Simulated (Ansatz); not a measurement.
## Rock-salt LiI

All values below come from Hartree–Fock (Ansatz, a first-principles code, PAW).

Run with plane-wave cutoff 460 eV, 8×8×8 k mesh, Fermi–Dirac smearing 0.01 eV, scalar-relativistic PAW data made under PBE.

Cell: measured lattice: a = 6.012 Å, b = 6.012 Å, c = 6.012 Å, α = 90.00°, β = 90.00°, γ = 90.00°.

```
Quantity                                        Value
-------------------------------------------  --------
band gap                                     11.30 eV
smallest direct gap on the k points sampled  11.61 eV
width of the whole s-p valence band          15.77 eV
```

Note: cell and atoms aren't relaxed at this level (pressure 2.8 GPa).

Spin–orbit coupling is not included; with these elements it can move the gap by several tenths of an eV or more.

Static lattice: no zero-point or thermal effects.

Cost on a shared machine: about 4 core-minutes (a rough figure).
